**Q:** I have one SnSe crystal and twelve functionals, and each functional gives me a different gap. The atoms never move, so what does?

FLEUR MaX-R8.1 (later development tree), all-electron LAPW density-functional theory without spin polarisation or spin-orbit coupling, for SnSe (space group Pnma, 8 atoms) at one fixed geometry. The density was converged on a 3 × 6 × 6 k mesh with Fermi-Dirac smearing of 0.05 eV; the gaps are taken from bands along a path through special points.

```
functional  gap on path (eV)  direct gap on path (eV)
       LDA             0.546                    0.667
       PBE             0.626                    0.714
    PBEsol             0.565                    0.666
    revPBE             0.653                    0.739
      RPBE             0.717                    0.792
        BH             0.551                    0.672
       MJW             0.542                    0.664
      PW91             0.629                    0.723
        PZ             0.544                    0.665
        WC             0.559                    0.664
    Wigner             0.508                    0.635
    Xalpha             0.489                    0.620
```

**A:** The exchange-correlation potential, and with it the electron density. Adding a constant to that potential moves both band edges together and leaves the gap alone. To first order, the gap changes only if the states at the two edges feel different shifts. In SnSe the top of the valence band is largely Se p mixed with Sn s, while the bottom of the conduction band is mostly Sn p. I therefore argue that the valence edge sits, on average, in denser regions. A functional whose attraction grows faster with density then pulls the valence edge down further and opens the gap.

**Q:** Can the table test that?

**A:** Its local functionals can. Xalpha has exchange alone; Wigner, MJW, PZ, LDA and BH add correlation, each with its own formula. The Wigner correlation potential is 88% as deep as that of MJW at the mean valence density, yet it raises the gap above Xalpha by only 36% as much. Depth is thus the wrong measure. What Wigner lacks is variation with density: the slope of its potential is 37% of MJW's.

**Q:** How do I turn a slope into a gap?

**A:** Let $r_s$ be the radius of a sphere that holds one electron on average; it is small where the density is high. If the two edge states sample values of $\ln r_s$ that differ by an effective amount $\delta$, a correlation potential $v_c$ changes the gap by

$$\Delta E_\text{gap} \approx \frac{dv_c}{d\ln r_s}\,\delta .$$

I took the slope at the mean valence density and fitted $\delta$ and the exchange-only gap to the six local rows, with PZ's slope standing in for the LDA row, whose formula is not named. This gives $\delta = 0.097$, positive as the argument requires. It is an effective value, because it also absorbs the density's response to each functional. For Wigner, which was part of the fit, the slope is 0.204 eV, so the rise is $0.204 \times 0.097 \approx 0.020$ eV. Added to 0.489 eV this makes 0.509 eV, against 0.508 eV in the table.

The other local rows fit equally well, as the output below shows, but four of them lie close together, so Wigner carries most of the test. The agreement also depends on the density chosen. With $r_s$ set to 1 or 3 bohr instead of about 2, Wigner would still come out below MJW, but by the wrong amount.

**Q:** PBE opens the gap clearly, while PBEsol and WC hardly do. All three contain density gradients.

**A:** They use them differently. Gradient functionals multiply local exchange by an enhancement factor. At moderate values of the reduced gradient $s$, a measure of how abruptly the density changes, this factor grows with $s$. The electrons feel the derivative of the energy, so the steepness of this factor matters as well as its height. A steeper factor is expected to deepen the potential where the density peaks and to raise it where the density is hollow. That would again favour the valence edge and open the gap. WC gives a hint that steepness counts: at $s=1$ its factor is about halfway between those of PBEsol and PBE in height, but nearly as flat as PBEsol's, and its gap stays with PBEsol. It is no proof. WC is built to follow PBE at small $s$, and the runs do not say which $s$ counts most at the band edges. WC also keeps PBE's correlation, while PBEsol weakens its gradient part, so exchange is not the only difference between WC and PBEsol. revPBE has a factor both steeper and higher than PBE's, and a larger gap, so it fits the picture without telling the two apart. PW91 lands beside PBE, as expected, since PBE was designed as a simpler form of it.

In the energy, the gradient part of correlation works against that of exchange. That may be why the flatter functionals end up near LDA, although the table does not separate the two contributions. PBEsol and WC do raise the smallest gap above LDA's, but by less than 0.02 eV, and their direct gaps on the path are slightly below LDA's. Whether they open the gap thus depends on which pair of states is compared.

**Q:** Should I then pick the functional with the largest gap?

**A:** No. Local and gradient functionals generally give gaps that are too small, and a larger value can come from the wrong cause. These values also carry an error of their own. The coarser k mesh of the same runs finds gaps 0.07 to 0.08 eV smaller, so the path misses a band edge. That is as large as the step from LDA to PBE. The main order survives on the mesh, so the choice of path does not create the trend; spin-orbit coupling, which is left out, could still shift the values.

**Q:** And RPBE, at the top?

**A:** That row does not follow the argument. By their formulas RPBE and revPBE are near twins: in steepness at $s=1$, the step from PBE to RPBE should be about 1.4 times the step from PBE to revPBE. The total energies give nearly the same ratio, but the gaps give 3.4 and the Se p charges about 4, so the converged density is out of line too. A total energy responds only weakly to a small error in the density, so its good behaviour does not clear the potential.

The revPBE run also used a lower plane-wave cutoff than PBE and RPBE, and so did WC and PZ. PZ still falls in line with the other local rows, but a local functional may be less sensitive. The comparisons that place revPBE and WC by steepness therefore carry this doubt too. Is the extra gap a property of RPBE, or an artefact of how its potential was computed? The near-twin formulas make an artefact the likelier answer, but only running both functionals at one cutoff, and then in a second program, would tell.

The analysis program printed:

```
mean valence density as rs in bohr: 2.048
fit of gap_on_path on 6 rows (id < 6): constant 0.4887 +/- 0.00076, coefficient of vslope 0.097 +/- 0.0016; rms 0.000742, worst LDA -0.00143, leave-one-out rms 0.00105
  rows outside the fit (model, value, miss): PBE 0.5446, 0.626, -0.0814; PBEsol 0.5446, 0.565, -0.0204; revPBE 0.5446, 0.653, -0.108; RPBE 0.5446, 0.717, -0.172; PW91 0.5446, 0.629, -0.0844; WC 0.5446, 0.559, -0.0144
gaps against the LDA row in eV:
     row  path gap less LDA  mesh gap less LDA  direct gap less LDA  path less mesh gap  slope of correlation potential  Se p charge
     LDA                  0                  0                    0             0.06906                          0.5761        2.561
     PBE               0.08            0.06511                0.047             0.08395                          0.5761        2.575
  PBEsol              0.019            0.00685               -0.001             0.08121                          0.5761        2.556
  revPBE              0.107            0.09559                0.072             0.08047                          0.5761        2.581
    RPBE              0.171             0.1642                0.125             0.07584                          0.5761        2.601
      BH              0.005            0.00487                0.005             0.06919                          0.6419        2.563
     MJW             -0.004           -0.00408               -0.003             0.06914                          0.5578        2.558
    PW91              0.083              0.071                0.056             0.08106                          0.5761         2.58
      PZ             -0.002           -0.00256               -0.002             0.06962                          0.5761        2.559
      WC              0.013            0.00366               -0.003              0.0784                          0.5761        2.558
  Wigner             -0.038           -0.03968               -0.032             0.07074                          0.2036        2.538
  Xalpha             -0.057           -0.05915               -0.047             0.07121                               0        2.529
whole spread of the path gap in eV: 0.228
Wigner over MJW by depth of correlation potential: 0.8772
Wigner over MJW by slope of correlation potential: 0.3651
Wigner over MJW by gap rise above Xalpha: 0.3585
Wigner over MJW by slope if rs were 1 bohr: 0.1964
Wigner over MJW by slope if rs were 3 bohr: 0.4897
WC on the scale PBEsol 0 to PBE 1 by value of F: 0.4746
WC on the same scale by slope of F: 0.06363
WC on the same scale by path gap: -0.09836
revPBE on the same scale by slope of F: 1.543
revPBE on the same scale by path gap: 1.443
step PBE to RPBE over step PBE to revPBE by slope of F: 1.363
the same ratio by curvature term of F: 1.184
the same ratio by total energy: 1.406
the same ratio by path gap: 3.37
```
